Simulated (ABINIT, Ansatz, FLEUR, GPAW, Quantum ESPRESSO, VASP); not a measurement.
# Fe: programs and potentials compared

```xyz
1
Lattice="-1.4430 1.4430 1.4430 1.4430 -1.4430 1.4430 1.4430 1.4430 -1.4430" Properties=species:S:1:pos:R:3 pbc="T T T"
Fe    0.0000    0.0000    0.0000
```

Alike in all runs: task single point; functional PBE; k mesh 13 × 13 × 13; occupations fermi-dirac, width 0.05 eV; collinear spin, ferromagnetic start; no spin-orbit coupling. Pressure is positive in compression and, in plane waves, holds the error of the finite cutoff.

```csv
program and potentials,plane-wave cutoff (eV),notes,pressure (GPa),net moment per atom (μB)
"Ansatz, all-electron LAPW, scalar-relativistic",-,-,-9.85,2.24
"FLEUR, all-electron, FLAPW",-,-,-,2.25
"Quantum ESPRESSO, SSSP 1.3 efficiency PBE",871,16 valence electrons an atom on average,-11.35,2.25
"GPAW, GPAW PAW data sets (gpaw-data 1.2.1)",600,8 valence electrons an atom on average,-7.97,2.25
"ABINIT, JTH PAW PBE v2.0",707,16 valence electrons an atom on average,-10.21,2.26
"VASP, PBE PAW files Fe, 520 eV",520,8 valence electrons an atom on average,?,?
```

**Question.** Estimate from the other rows what the run with VASP, PBE PAW files Fe, 520 eV gave.

**Answer.** Pressure -9.09 GPa; net moment per atom 2.28 μB. The other rows, which needn't bracket it: pressure -11.35 to -7.97; net moment per atom 2.24 to 2.26.
